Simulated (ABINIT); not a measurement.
# GaAs (F-43m): Raman and infrared activity, part 2 of 2

Wanted: vibrational spectra of GaAs (F-43m) from linear and non-linear response.

ABINIT 10.8.3; DFT LDA, scalar-relativistic, plane waves, HGH norm-conserving pseudopotentials.

So far. Step 3 (Relaxing the cell and atoms): The volume changes by -6.5 % in this run and stands -6.5 % from the first cell. Step 4 (Self-consistent run for the response): The cell stands at -0.26 GPa: the relaxation ran with a smoothed and higher cutoff and on another k mesh. The relaxed cell has a = 5.528 Å (conventional setting).

## (6) Zone-centre response

The derivative of the wavefunctions by k comes first, since the response to a field is built on it; then the field and the displacements that symmetry doesn't supply are solved at q = 0. By the 2n+1 theorem the first-order wavefunctions also give third derivatives: Raman tensors and the non-linear susceptibility.

It reads the wavefunctions written in step 4.

Contents of dfpt_gamma.abi:

```
ndtset 3

# common to the responses
getwfk_filepath "gso_WFK"
kptopt 2
nqpt 1
qpt 0.0 0.0 0.0
asr 0
chneut 0

# d/dk
rfelfd1 2
rfdir1 1 1 1
iscf1 -3
tolwfr1 1.0d-20

# displacements, field
rfphon2 1
rfatpol2 1 2
rfdir2 1 1 1
rfelfd2 3
getddk2 1
tolvrs2 1.0d-10
prepanl2 1
prtden2 1

# third order
optdriver3 5
getden_filepath3 "gso_DEN"
get1den3 2
get1wf3 2
getddk3 1
d3e_pert1_elfd3 1
d3e_pert1_phon3 1
d3e_pert1_atpol3 1 2
d3e_pert1_dir3 1 1 1
d3e_pert2_elfd3 1
d3e_pert2_dir3 1 1 1
d3e_pert3_elfd3 1
d3e_pert3_dir3 1 1 1
usepead3 1
tolvrs3 1.0d-10

# basis, mesh and filling
ecut 20.0
ixc 7
ngkpt 8 8 8
nshiftk 4
shiftk 
    0.5 0.5 0.5
    0.5 0.0 0.0
    0.0 0.5 0.0
    0.0 0.0 0.5
istwfk *1
occopt 1
nband 4
nstep 100
diemac 9.0
prtebands 0
prtgsr 0

# cell and atoms
acell 3*1.0 Angstrom
rprim 
    -2.763938636 0.0 2.763938636
    0.0 2.763938636 2.763938636
    -2.763938636 2.763938636 0.0
ntypat 2
znucl 31 33
natom 2
typat 1 2
xred 
    0.0 0.0 0.0
    0.25 0.25 0.25
pp_dirpath "./pseudo"
pseudos "Ga.hgh, As.hgh"
```

Started as:

```bash
> OMP_NUM_THREADS=1 mpirun -n 4 abinit dfpt_gamma.abi > dfpt_gamma.log
```

Numbers of over 12 decimals in the logs are rounded to 6 here.

dfpt_gamma.abo, the main output file:

```text
[banners, grids, parts of the stress and lines that vanish by symmetry left out]
- input  file    -> dfpt_gamma.abi
- output file    -> dfpt_gamma.abo
- root for input  files -> dfpt_gammai
[...]
DATASET    1 : space group F-4 3 m (#216); Bravais cF (face-center cubic)
[...]
nfft =       27000          nkpt =        1024
[...]
DATASET    2 : space group F-4 3 m (#216); Bravais cF (face-center cubic)
[...]
nfft =       27000          nkpt =        1024
[...]
DATASET    3 : space group F-4 3 m (#216); Bravais cF (face-center cubic)
[...]
mpw =        1243          nfft =       27000          nkpt =        1024
[...]
== DATASET  1 ==================================================================
[...]
cutoff_energies: {ecut:  20.0, pawecutdg:  -1.0, }
[...]
Exchange-correlation functional for the present dataset will be:
  LDA: Perdew-Wang 92 LSD fit to Ceperley-Alder data - ixc=7
[...]
- 33.00000   5.00000     10605                znucl, zion, pspdat
[...]
Perturbation : derivative vs k along direction   1
[...]
-ETOT  1  -9.256800     -9.257E+00 3.412E-01 0.000E+00
 ETOT  2  -9.282171     -2.537E-02 3.203E-02 0.000E+00
 ETOT  3  -9.282565     -3.934E-04 1.007E-03 0.000E+00
 ETOT  4  -9.282581     -1.648E-05 7.719E-05 0.000E+00
 ETOT  5  -9.282582     -9.555E-07 3.252E-06 0.000E+00
[...]
At SCF step   18   max residual=  9.99E-21 < tolwfr=  1.00E-20 =>converged.
[...]
Perturbation : derivative vs k along direction   2
[...]
-ETOT  1  -9.256800     -9.257E+00 3.412E-01 0.000E+00
[...]
At SCF step   18   max residual=  9.99E-21 < tolwfr=  1.00E-20 =>converged.
[...]
Perturbation : derivative vs k along direction   3
[...]
-ETOT  1  -9.256800     -9.257E+00 3.412E-01 0.000E+00
[...]
At SCF step   18   max residual=  9.99E-21 < tolwfr=  1.00E-20 =>converged.
[...]
1        1       3.9937236456    0.0000000000
     1        2      -1.9968618228   -0.0000000000
     1        3      -1.9968618228    0.0000000000
     2        1      -1.9968618228   -0.0000000000
     2        2       3.9937236456    0.0000000000
     2        3       1.9968618228    0.0000000000
     3        1      -1.9968618228    0.0000000000
     3        2       1.9968618228    0.0000000000
     3        3       3.9937236456    0.0000000000
[...]
== DATASET  2 ==================================================================
[...]
cutoff_energies: {ecut:  20.0, pawecutdg:  -1.0, }
[...]
Exchange-correlation functional for the present dataset will be:
  LDA: Perdew-Wang 92 LSD fit to Ceperley-Alder data - ixc=7
[...]
Perturbation : displacement of atom   1   along direction   1
[...]
-ETOT  1   7.202205     -3.715E+01 1.268E-01 4.085E+03
[...]
At SCF step    9       vres2   =  1.70E-12 < tolvrs=  1.00E-10 =>converged.
[...]
Perturbation : displacement of atom   2   along direction   1
[...]
-ETOT  1   27.506797038782     -1.464E+02 4.989E-01 4.057E+04
[...]
At SCF step   10       vres2   =  8.11E-12 < tolvrs=  1.00E-10 =>converged.
[...]
Perturbation : homogeneous electric field along direction   1
[...]
-ETOT  1  -264.19899511860     -2.642E+02 5.376E+01 1.456E+04
[...]
At SCF step   10       vres2   =  6.64E-12 < tolvrs=  1.00E-10 =>converged.
[...]
Perturbation : homogeneous electric field along direction   2
[...]
-ETOT  1  -264.19899512098     -2.642E+02 5.376E+01 1.456E+04
[...]
At SCF step   10       vres2   =  6.64E-12 < tolvrs=  1.00E-10 =>converged.
[...]
Perturbation : homogeneous electric field along direction   3
[...]
-ETOT  1  -264.19899512335     -2.642E+02 5.376E+01 1.456E+04
[...]
ETOT  9  -274.26499301298     -3.277E-10 2.252E-09 1.480E-10
 ETOT 10  -274.26499301300     -1.876E-11 1.676E-10 6.644E-12
 At SCF step   10       vres2   =  6.64E-12 < tolvrs=  1.00E-10 =>converged.
[...]
Dielectric tensor, in cartesian coordinates,
[...]
1    4   1    4        12.1429960608        -0.0000000000
   1    4   2    4         0.0000000000        -0.0000000000
   1    4   3    4        -0.0000000000        -0.0000000000
   2    4   1    4        -0.0000000000        -0.0000000000
   2    4   2    4        12.1429960608        -0.0000000000
   2    4   3    4        -0.0000000000        -0.0000000000
   3    4   1    4        -0.0000000000        -0.0000000000
   3    4   2    4        -0.0000000000        -0.0000000000
   3    4   3    4        12.1429960608        -0.0000000000
  Effective charges, in cartesian coordinates,
[...]
1    1   1    4         2.0013035991         0.0000000000
   2    1   1    4         0.0000000000         0.0000000000
   3    1   1    4        -0.0000000000         0.0000000000
   1    2   1    4        -2.0042596819         0.0000000000
   2    2   1    4        -0.0000000000         0.0000000000
[...]
Effective charges, in cartesian coordinates,
[...]
2    4   1    2        -0.0000000000         0.0000000000
   3    4   1    2         0.0000000000         0.0000000000
   1    4   2    2        -0.0000000000         0.0000000000
   2    4   2    2        -2.0042596083         0.0000000000
   3    4   2    2         0.0000000000         0.0000000000
   1    4   3    2         0.0000000000         0.0000000000
   2    4   3    2        -0.0000000000         0.0000000000
   3    4   3    2        -2.0042596083         0.0000000000
  Phonon wavevector (reduced coordinates) :  0.00000  0.00000  0.00000
 Phonon energies in Hartree :
[...]
Phonon frequencies in cm-1    :
- -1.192141E+00 -1.192141E+00 -1.192141E+00  2.716781E+02  2.716781E+02
-  2.716781E+02
  Phonon at Gamma, with non-analyticity in the
[...]
Phonon energies in Hartree :
[...]
Phonon frequencies in cm-1    :
- -1.192141E+00 -1.192141E+00 -1.189915E+00  2.716781E+02  2.716781E+02
-  2.906307E+02
  Phonon at Gamma, with non-analyticity in the
[...]
Phonon energies in Hartree :
[...]
Phonon frequencies in cm-1    :
- -1.192141E+00 -1.192141E+00 -1.189916E+00  2.716781E+02  2.716781E+02
-  2.906307E+02
  Phonon at Gamma, with non-analyticity in the
[...]
Phonon energies in Hartree :
[...]
Phonon frequencies in cm-1    :
- -1.192141E+00 -1.192141E+00 -1.189916E+00  2.716781E+02  2.716781E+02
-  2.906307E+02
[...]
== DATASET  3 ==================================================================
[...]
cutoff_energies: {ecut:  20.0, pawecutdg:  -1.0, }
[...]
Exchange-correlation functional for the present dataset will be:
  LDA: Perdew-Wang 92 LSD fit to Ceperley-Alder data - ixc=7
[...]
j1 : displacement of atom   1 along direction   1
[...]
j1 : displacement of atom   2 along direction   1
[...]
j2 : displacement of atom   1 along direction   1
[...]
j2 : displacement of atom   2 along direction   1
[...]
j2 : displacement of atom   1 along direction   1
[...]
j2 : displacement of atom   2 along direction   1
[...]
1          1       -0.000000005        0.000000002        0.000000002
[...]
1          2       -0.000000000       -0.000000000        0.276186470
[...]
1          3       -0.000000000        0.276186468       -0.000000002
[...]
2          1        0.000000005       -0.000000003       -0.000000003
[...]
2          2       -0.000000000       -0.000000000       -0.275595807
[...]
2          3       -0.000000000       -0.275595805        0.000000003
[...]
strten2     0.0000000000E+00  0.0000000000E+00  0.0000000000E+00
           strten3     0.0000000000E+00  0.0000000000E+00  0.0000000000E+00
================================================================================
```

Elapsed: 6.7 min, on 4 MPI ranks of Arm Neoverse V1, shared host.

This step gave:

```
miss of the charge sum rule                                       : 0.002956 e
largest acoustic frequency at the zone centre before the sum rule : -1.19 cm⁻¹
highest optical zone-centre mode (no LO-TO term)                  : 271.7 cm⁻¹
lowest optical zone-centre mode                                   : 271.7 cm⁻¹
mean high-frequency dielectric constant                           : 12.14
largest Born charge in size (third of the trace)                  : 2.004 e
```

Born charge (rows field, columns displacement), before the sum rule (e), principal values of the symmetric part by kind of site:

| atom | atoms with these values | low | middle | high | mean |
| --- | --- | --- | --- | --- | --- |
| Ga1 | 1 | 2.00 | 2.00 | 2.00 | 2.00 |
| As2 | 1 | -2.00 | -2.00 | -2.00 | -2.00 |

In full for Ga1:

```
2.00 0.00 0.00
0.00 2.00 0.00
0.00 0.00 2.00
```

High-frequency dielectric tensor:

```
12.14  0.00  0.00
 0.00 12.14  0.00
 0.00  0.00 12.14
```

The acoustic modes at Γ come out as far as 1.2 cm⁻¹ from zero, where they should vanish, a small numerical error; the Born charges miss their sum rule by 0.0030 e, which is good.

## (7) Modes with the sum rule

anaddb reads the merged derivatives, imposes the acoustic sum rule and charge neutrality, and adds the LO-TO term along chosen directions.

Contents of anaddb.abi:

```
ddb_filepath "gamma_DDB"
output_file "anaddb.abo"
outdata_prefix "anaddb"
asr 1
chneut 1
enunit 2
eivec 1
nph1l 1
qph1l 0.0 0.0 0.0 1.0
dieflag 1
nph2l 3
qph2l 
    1.0 0.0 0.0 0.0
    0.0 0.0 1.0 0.0
    1.0 1.0 1.0 0.0
nlflag 1
ramansr 1
alphon 1
prtmbm 1
```

Contents of mrgddb.in:

```
gamma_DDB
merged
3
dfpt_gammao_DS2_DDB
dfpt_gammao_DS3_DDB
gso_DDB
```

Started as:

```bash
> mrgddb < mrgddb.in > mrgddb.log
> OMP_NUM_THREADS=1 anaddb anaddb.abi > anaddb.log
```

anaddb.abo, the main output file:

```text
[banners, grids, parts of the stress and lines that vanish by symmetry left out]
-outvars_anaddb: echo values of input variables ----------------------

 Flags :
[...]
Dielectric Tensor and Effective Charges
[...]
Effective charge tensors after
[...]
1          1       -0.000000005        0.000000002        0.000000002
[...]
1          2       -0.000000000       -0.000000000        0.275891139
[...]
1          3       -0.000000000        0.275891136       -0.000000002
[...]
2          1        0.000000005       -0.000000002       -0.000000002
[...]
2          2       -0.000000000        0.000000000       -0.275891139
[...]
2          3       -0.000000000       -0.275891136        0.000000002
[...]
Phonon wavevector (reduced coordinates) :  0.00000  0.00000  0.00000
 Phonon energies in Hartree :
[...]
Phonon energies in meV     :
-  0.000000E+00  0.000000E+00  0.000000E+00  3.368409E+01  3.368409E+01
-  3.368409E+01
 Phonon frequencies in cm-1    :
-  0.000000E+00  0.000000E+00  0.000000E+00  2.716805E+02  2.716805E+02
-  2.716805E+02
 Phonon frequencies in Thz     :
-  0.000000E+00  0.000000E+00  0.000000E+00  8.144777E+00  8.144777E+00
-  8.144777E+00
 Phonon energies in Kelvin  :
-  0.000000E+00  0.000000E+00  0.000000E+00  3.908877E+02  3.908877E+02
-  3.908877E+02
[...]
-  1  0.00000000E+00  0.00000000E+00  1.94746133E-03
-     0.00000000E+00  0.00000000E+00  0.00000000E+00
-  2  0.00000000E+00  0.00000000E+00  1.94746140E-03
-     0.00000000E+00  0.00000000E+00  0.00000000E+00
[...]
-  1  0.00000000E+00  1.94746133E-03  0.00000000E+00
-     0.00000000E+00  0.00000000E+00  0.00000000E+00
-  2  0.00000000E+00  1.94746140E-03  0.00000000E+00
-     0.00000000E+00  0.00000000E+00  0.00000000E+00
[...]
-  1  1.94746133E-03  0.00000000E+00  0.00000000E+00
-     0.00000000E+00  0.00000000E+00  0.00000000E+00
-  2  1.94746140E-03  0.00000000E+00  0.00000000E+00
-     0.00000000E+00  0.00000000E+00  0.00000000E+00
[...]
-  1  0.00000000E+00  0.00000000E+00  2.01875827E-03
-     0.00000000E+00  0.00000000E+00  0.00000000E+00
-  2  0.00000000E+00  0.00000000E+00 -1.87868247E-03
-     0.00000000E+00  0.00000000E+00  0.00000000E+00
[...]
-  1  1.92579477E-07  2.01875826E-03  0.00000000E+00
-     0.00000000E+00  0.00000000E+00  0.00000000E+00
-  2 -1.79216944E-07 -1.87868246E-03  0.00000000E+00
-     0.00000000E+00  0.00000000E+00  0.00000000E+00
[...]
-  1  2.01875826E-03 -1.92579477E-07  0.00000000E+00
-     0.00000000E+00  0.00000000E+00  0.00000000E+00
-  2 -1.87868246E-03  1.79216944E-07  0.00000000E+00
-     0.00000000E+00  0.00000000E+00  0.00000000E+00
[...]
-     1          0.000000    -0.000000    -0.000000     0.000000
-     2          0.000000    -0.000000    -0.000000     0.000000
-     3         -0.000000     0.000000     0.000000     0.000000
-     4         -0.000000    -0.000000     2.830533     2.830533
-     5          0.000000     2.830533     0.000000     2.830533
-     6          2.830533    -0.000000    -0.000000     2.830533
[...]
-   1     Real    0.0000E+00  0.0000E+00  0.0000E+00  0.0000E+00  0.0000E+00  0.0000E+00  0.0000E+00
[...]
-   2     Real    0.0000E+00  0.0000E+00  0.0000E+00  0.0000E+00  0.0000E+00  0.0000E+00  0.0000E+00
[...]
-   3     Real    0.0000E+00  0.0000E+00  0.0000E+00  0.0000E+00  0.0000E+00  0.0000E+00  0.0000E+00
[...]
-   4     Real    0.0000E+00  0.0000E+00  6.0929E-05  0.0000E+00  0.0000E+00  0.0000E+00  6.0929E-05
[...]
-   5     Real    0.0000E+00  6.0929E-05  0.0000E+00  0.0000E+00  0.0000E+00  0.0000E+00  6.0929E-05
[...]
-   6     Real    6.0929E-05  0.0000E+00  0.0000E+00  0.0000E+00  0.0000E+00  0.0000E+00  6.0929E-05
[...]
-        -0.000000000      -0.000000000       0.000000000
-        -0.000000000      -0.000000000      -0.000000000
[...]
Phonon at Gamma, with non-analyticity in the
[...]
Phonon energies in Hartree :
[...]
Phonon energies in meV     :
-  0.000000E+00  0.000000E+00  0.000000E+00  3.368409E+01  3.368409E+01
-  3.603402E+01
 Phonon frequencies in cm-1    :
-  0.000000E+00  0.000000E+00  0.000000E+00  2.716805E+02  2.716805E+02
-  2.906340E+02
 Phonon frequencies in Thz     :
-  0.000000E+00  0.000000E+00  0.000000E+00  8.144777E+00  8.144777E+00
-  8.712987E+00
 Phonon energies in Kelvin  :
-  0.000000E+00  0.000000E+00  0.000000E+00  3.908877E+02  3.908877E+02
-  4.181574E+02
[...]
-  1  0.00000000E+00  0.00000000E+00  1.94746133E-03
[...]
-  2  0.00000000E+00  0.00000000E+00  1.94746140E-03
[...]
Phonon at Gamma, with non-analyticity in the
[...]
Phonon energies in Hartree :
[...]
Phonon energies in meV     :
-  0.000000E+00  0.000000E+00  0.000000E+00  3.368409E+01  3.368409E+01
-  3.603402E+01
 Phonon frequencies in cm-1    :
-  0.000000E+00  0.000000E+00  0.000000E+00  2.716805E+02  2.716805E+02
-  2.906340E+02
 Phonon frequencies in Thz     :
-  0.000000E+00  0.000000E+00  0.000000E+00  8.144777E+00  8.144777E+00
-  8.712987E+00
 Phonon energies in Kelvin  :
-  0.000000E+00  0.000000E+00  0.000000E+00  3.908877E+02  3.908877E+02
-  4.181574E+02
[...]
Phonon at Gamma, with non-analyticity in the
[...]
Phonon energies in Hartree :
[...]
Phonon energies in meV     :
-  0.000000E+00  0.000000E+00  0.000000E+00  3.368409E+01  3.368409E+01
-  3.603402E+01
 Phonon frequencies in cm-1    :
-  0.000000E+00  0.000000E+00  0.000000E+00  2.716805E+02  2.716805E+02
-  2.906340E+02
 Phonon frequencies in Thz     :
-  0.000000E+00  0.000000E+00  0.000000E+00  8.144777E+00  8.144777E+00
-  8.712987E+00
 Phonon energies in Kelvin  :
-  0.000000E+00  0.000000E+00  0.000000E+00  3.908877E+02  3.908877E+02
-  4.181574E+02
[...]
-  1  0.00000000E+00  1.94746133E-03  0.00000000E+00
[...]
-  2  0.00000000E+00  1.94746140E-03  0.00000000E+00
[...]
-  1  1.94746133E-03  0.00000000E+00  0.00000000E+00
[...]
-  2  1.94746140E-03  0.00000000E+00  0.00000000E+00
[...]
-  1  2.67239831E-04  1.27497145E-03 -1.54221128E-03
[...]
-  2 -2.48696831E-04 -1.18650487E-03  1.43520170E-03
[...]
-  1  1.62650121E-03 -1.04468709E-03 -5.81814122E-04
[...]
-  2 -1.51364299E-03  9.72199270E-04  5.41443722E-04
[...]
-        -0.000000000      -0.000000000      -0.000000000
-        -0.000000000      -0.000000000       0.000000000
[...]
-        -0.000000000      -0.013867006       0.011464083
-        -0.013867006       0.000000000       0.002402924
-         0.011464083       0.002402924      -0.000000000
[...]
-        -0.000000000      -0.005231462      -0.009393449
-        -0.005231462      -0.000000000       0.014624911
-        -0.009393449       0.014624911      -0.000000000
[...]
Direction                     Dielectric constant
[...]
0.00000   0.00000   1.00000     13.89637575
   1.00000   1.00000   1.00000     13.89637575
-
```

It took 0.77 s on 1 thread.

Read from the output:

```yaml
mean_static_dielectric_constant: 13.90
highest_mode_moved_by_the_lo_to_term: 290.6 cm⁻¹
```

No LO-TO term; unit eigenvectors of the mass-weighted matrix, from anaddb's displacements. The modes at Γ (shares of kinetic energy by element, %):

| mode | frequency (cm⁻¹) | symmetry | Ga % | As % |
| --- | --- | --- | --- | --- |
| 1 | 0.0 | acoustic | 48 | 52 |
| 2 | 0.0 | acoustic | 48 | 52 |
| 3 | 0.0 | acoustic | 48 | 52 |
| 4 | 271.7 | T2 | 52 | 48 |
| 5 | 271.7 | T2 | 52 | 48 |
| 6 | 271.7 | T2 | 52 | 48 |

Displacements in mode 4 (271.7 cm⁻¹), the largest set to 1:
```
Ga1  0.00  0.00  1.00
As2  0.00  0.00 -0.93
```

Trace of the oscillator strength, degenerate modes summed. Infrared lines, with heights relative to the strongest:

| position (cm⁻¹) | lines merged | IR intensity, relative |
| --- | --- | --- |
| 272 | 3 | 100 |

From anaddb's Raman susceptibilities, degenerate modes summed; transverse modes, the longitudinal lines of polar modes are not listed. Lines of the Raman spectrum (strongest = 100):

| position (cm⁻¹) | lines merged | Raman activity (Å⁴/amu), powder, relative |
| --- | --- | --- |
| 272 | 3 | 100 |

Static dielectric tensor (ions relaxed, fixed cell):

```
13.90  0.00  0.00
 0.00 13.90  0.00
 0.00  0.00 13.90
```

Non-linear optical d (pm/V). Tensor:

| field along | xx | yy | zz | yz | xz | xy |
| --- | --- | --- | --- | --- | --- | --- |
| x | 0 | 0 | 0 | -84.23 | 0 | 0 |
| y | 0 | 0 | 0 | 0 | -84.23 | 0 |
| z | 0 | 0 | 0 | 0 | 0 | -84.23 |

The rule moves no optical mode by more than 0.1 cm⁻¹.

## (8) Results

```
space group after relaxation                                           : F-43m
volume per atom                                                        : 21.1 Å³
highest optical zone-centre mode (no LO-TO term)                       : 271.7 cm⁻¹
highest mode moved by the LO-TO term                                   : 290.6 cm⁻¹
mean high-frequency dielectric constant                                : 12.1
largest Born charge in size (third of the trace)                       : 2.00 e
mean static dielectric constant                                        : 13.9
imaginary optical modes at the zone centre (no q mesh in this session) : none
```

**Reading.** The largest Raman activity of GaAs (F-43m) lies at 272 cm⁻¹ and the strongest infrared line at 272 cm⁻¹ (transverse modes). At the LDA level the optical modes of GaAs (F-43m) at the zone centre (no LO-TO term) lie at 272 cm⁻¹. Along the directions run, the highest mode that the macroscopic field moves lies at 291 cm⁻¹. Lattice motion raises the mean dielectric constant from 12.14 to 13.90. The Raman intensities rest on static tensors of the transverse modes; green light lies near or above this gap, where resonance changes them. The Born charge of Ga is 2.001 e against a formal charge of +3: moving the atom carries less polarisation than a rigid ion would, as is usual in tetrahedral, largely covalent crystals. The Lyddane-Sachs-Teller relation holds: (ωLO/ωTO)² is 1.14 and ε₀/ε∞ is 1.14. These are harmonic frequencies at zero temperature: anharmonic shifts and linewidths and thermal expansion are left out. The HGH files keep few electrons and have no core correction, which is cheap but rough for As and Ga. The relaxed cell is 7 % smaller in volume than the measured one, and all results belong to that cell.

[Host names and launcher messages were left out of these logs when they were recorded.]

[Logs are printed without paths, hosts, clocks, repeated set-up lines and the standing remarks that a program may print on its own settings, such as how far it seeks lower states.]

[Hosts, paths, dates, database ids (printed as entryN), source tags and the programs' standing remarks are cut or masked in the printed files.]
